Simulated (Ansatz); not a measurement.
# Hf: response to strain

Hf is deformed so: z strained by +1 % at fixed volume. What stress and forces result, by LAPW, PAW and all-electron datasets made for the crystal?

Computed with Ansatz 0.2.0 (DFT PBE, scalar-relativistic, unless a step's input says otherwise).

2 further runs of the same task are left out: 2 that didn't finish. Runs told in other sessions of the task aren't counted.

## Step 1: The structure to begin with

It takes space group P6_3/mmc (No. 194, hexagonal). The conventional cell has a = 3.197 Å, b = 3.197 Å, c = 5.058 Å, α = 90.00°, β = 90.00°, γ = 120.00°. Hf (site symmetry -6m2) has 12 Hf at 3.13 to 3.20 Å in its first shell of neighbours.

Coordinates:

```
CELL_PARAMETERS angstrom
3.19670 0.00000 0.00000
-1.59835 2.76842 0.00000
0.00000 0.00000 5.05780
ATOMIC_POSITIONS crystal
Hf 0.33333 0.66667 0.25000
Hf 0.66667 0.33333 0.75000
```

Atoms are numbered in the order of the input: Hf1, Hf2.

## Step 2: The deformed structure

Space group P6_3/mmc before, P6_3/mmc after.

## Step 3: Full-potential LAPW

input.yaml reads:

```yaml
crystal:
  lattice:
    - [3.1808339174, 0.0, 0.0]
    - [-1.5904169587, 2.7546829777, 0.0]
    - [0.0, 0.0, 5.108378]
  atoms:
    - { symbol: Hf, position: [0.3333333333, 0.6666666667, 0.25] }
    - { symbol: Hf, position: [0.6666666667, 0.3333333333, 0.75] }
kpoints:
  mp_grid: { grid: [13, 13, 7] }
scf:
  occupations: { method: fermi_dirac, width: 0.05 }
hamiltonian:
  xc: pbe
  pseudopotentials: { kind: all_electron, lapw: { basis_error: 0.0005 } }
output:
  forces: true
  stress: true
  eigenvalues: true
```

On the command line:

```console
$ ansatz run input.yaml --threads 1 --pin off --max-ram 2048MiB --backend cpu --events-out ev --progress --plain --runs-dir out
```

## Step 4: Frozen-core PAW

Edit input.yaml of step 3 so:

```diff
@@ -14,3 +14,3 @@
   xc: pbe
-  pseudopotentials: { kind: all_electron, lapw: { basis_error: 0.0005 } }
+  pseudopotentials: { kind: paw }
 output:
@@ -19 +19,2 @@
   eigenvalues: true
+  efg: { contact_densities: true }
```

## Step 5: Datasets made for this crystal

Edit input.yaml of step 4 so:

```diff
@@ -14,3 +14,3 @@
   xc: pbe
-  pseudopotentials: { kind: paw }
+  pseudopotentials: { kind: all_electron, datasets: crystal }
 output:
```

(Steps that only read results are left out.)

**Question.** What will these runs give? Wanted: pressure; largest shear or deviatoric stress.

The runs gave:

| quantity | value |
| --- | --- |
| pressure | LAPW 0.76, PAW 0.74, crystal datasets 0.76 GPa |
| largest shear or deviatoric stress (LAPW) | 1.33 GPa |

The largest part of the stress beyond the pressure is 1.33 GPa in size, in the zz component; the atoms are carried along and not relaxed. No run of the undeformed cell stands beside it, so pressure and stress hold what the given cell had before the change, as far as its symmetry allows. PAW: stress within 0.02 GPa of LAPW. Crystal datasets: stress within 0.01 GPa of LAPW. Spin-orbit coupling is left out, though the cell holds Hf; in elements this heavy it can shift bands and gaps by tenths of an eV.
